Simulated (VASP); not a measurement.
Crystal: GaP.

```
Ga P
1.0
     0.00000    2.71843    2.71843
     2.71843    0.00000    2.71843
     2.71843    2.71843    0.00000
Ga P
1 1
Cartesian
  0.0000 0.0000 0.0000
  1.3592 1.3592 1.3592
```

Base run:

```yaml
Program: VASP 6.6.1
Functional: r2SCAN
Potentials_or_basis: VASP PAW PBE potentials, release 64 (Ga_d, P)
Cutoff: 520 eV
k_mesh: 10 × 10 × 10
Occupations: gaussian, width 0.03 eV
Spin: no spin polarisation
```

Its results: band gap on the k mesh 1.85 eV, indirect (least direct gap 2.41 eV); pressure 0.7 GPa.

Question: The run is repeated on the same cell with these changes: functional from r2SCAN to PBEsol. What comes out?

Answer: Band gap on the k mesh 1.47 eV, indirect (least direct gap 1.81 eV); pressure 0.0 GPa.

r2SCAN gives the wider gap, since meta-GGAs in the generalised Kohn-Sham scheme recover part of the derivative discontinuity.

Caveats: the PAW data sets were made with another functional, which shifts forces and pressure a little.
